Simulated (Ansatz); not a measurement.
# Random displacements in InSe

These are results of DFT PBEsol, scalar-relativistic, plane waves, PAW (Ansatz 0.2.0), not measurements. Cutoff 420 eV, Γ-centred 12×12×2 k-points, Gaussian smearing of 0.05 eV. No spin polarisation. Energies are free energies at this smearing, counted from the undisturbed cell; pressure is positive in compression.

Reference structure (as given, not relaxed at this level):

```xyz
8
Lattice="4.0473 0.0000 0.0000 -2.0237 3.5051 0.0000 0.0000 0.0000 18.0521" Properties=species:S:1:pos:R:3 pbc="T T T"
In    4.0473    0.0000   10.4231
In    4.0473    0.0000    7.6289
In    0.0000    2.3367   16.6550
In    0.0000    2.3367    1.3971
Se    2.0237    1.1684   15.3984
Se    2.0237    1.1684    2.6537
Se    0.0000    2.3367   11.6800
Se    0.0000    2.3367    6.3721
```

The cell holds layers and no dispersion correction was added, so their binding is poorly described.

The atoms are displaced (Å, in the unstrained cell):

```tsv
atom	ux	uy	uz
In1	-0.016	-0.013	-0.003
In2	0.038	0.041	-0.023
In3	0.051	0.021	0.056
In4	-0.057	0.022	0.005
Se5	0.000	-0.042	0.000
Se6	0.011	0.002	-0.004
Se7	-0.033	-0.012	0.011
Se8	0.005	-0.018	-0.042
```

Strain (Voigt, engineering shear): (-0.0007, -0.0087, -0.0027, -0.0161, 0.0129, -0.0012).

Task: What are the energy change, the stress and the forces?

Result: ΔE = 6.4 meV/atom; stress (xx, yy, zz, yz, xz, xy; compression positive) (-1.16, 0.01, -0.17, 0.12, -0.74, -0.01) GPa; gap on the mesh 0.72 eV.
```csv
atom,Fx (eV/Å),Fy,Fz
In1,-0.01,-0.12,-0.13
In2,-0.21,-0.24,0.13
In3,-0.24,-0.21,-0.46
In4,0.37,-0.21,0.04
Se5,0.25,0.19,0.21
Se6,-0.39,0.23,0.22
Se7,0.00,0.17,0.01
Se8,0.21,0.19,-0.01
```

Cost: 1 run of about 5.1 core-minutes, on Arm Neoverse V2 (shared hosts).